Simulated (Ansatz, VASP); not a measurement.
Two plane-wave programs on I

The input INCAR:

```
SYSTEM = I
  PREC = Accurate
  ENCUT = 520
  EDIFF = 1E-7
  ISMEAR = -1
  SIGMA = 0.05
  LREAL = .FALSE.
  LASPH = .TRUE.
  NELM = 80
  ALGO = Normal
  ISIF = 2
  LWAVE = .FALSE.
  LCHARG = .FALSE.
  GGA = PS
  NBANDS = 10
```

KPOINTS

```
regular mesh
0
G
  9 9 9
  0 0 0
```

Contents of POSCAR:

```
I
1.0
    0.0000000000      2.3812671275      3.9357338680
    2.2067640717      0.0000000000      3.9357338680
    2.2067640717      2.3812671275      0.0000000000
I
1
Direct
    0.0000000000      0.0000000000      0.0000000000
```

File input.yaml:

```yaml
crystal:
  lattice:
    - [0.0, 2.3812671275, 3.935733868]
    - [2.2067640717, 0.0, 3.935733868]
    - [2.2067640717, 2.3812671275, 0.0]
  atoms:
    - { symbol: I, position: [0.0, 0.0, 0.0] }
hamiltonian:
  xc: pbesol
  pseudopotentials: { kind: paw }
kpoints:
  mp_grid: { grid: [9, 9, 9] }
scf:
  occupations: { method: fermi_dirac, width: 0.05 }
output:
  forces: true
  stress: true
  eigenvalues: true
```

Alike in both runs: task single point; functional PBEsol; k mesh 9 × 9 × 9; occupations fermi-dirac, width 0.05 eV; no spin polarisation.

```csv
,VASP,Ansatz
version,VASP 6.6.1,Ansatz 0.2.0
potentials or method,"VASP PAW PBE potentials, release 64 (I)",Ansatz PAW
plane-wave cutoff (eV),520,420
valence electrons in the cell,7,17
```

```csv
,VASP,Ansatz,Ansatz less VASP
gap on the k mesh at the Fermi level (eV),none,none,-
pressure (GPa),-1.8,-1.8,0.00
largest component of the traceless stress (GPa),1.43,1.42,-0.009
```

A gap of «none» marks a metal or a gap that the smearing closes. The two sets of potentials don't hold the same shells in valence.

Caveats: an odd number of electrons without spin polarisation forces a metal; a magnetic or distorted state may lie lower; the PAW data sets were made with another functional, which shifts forces and pressure a little (VASP); the PAW data sets come from PBE, with cores solved anew for the run's functional, which leaves a small shift of forces and pressure (Ansatz). Spin-orbit coupling is left out, which matters for the levels of I.
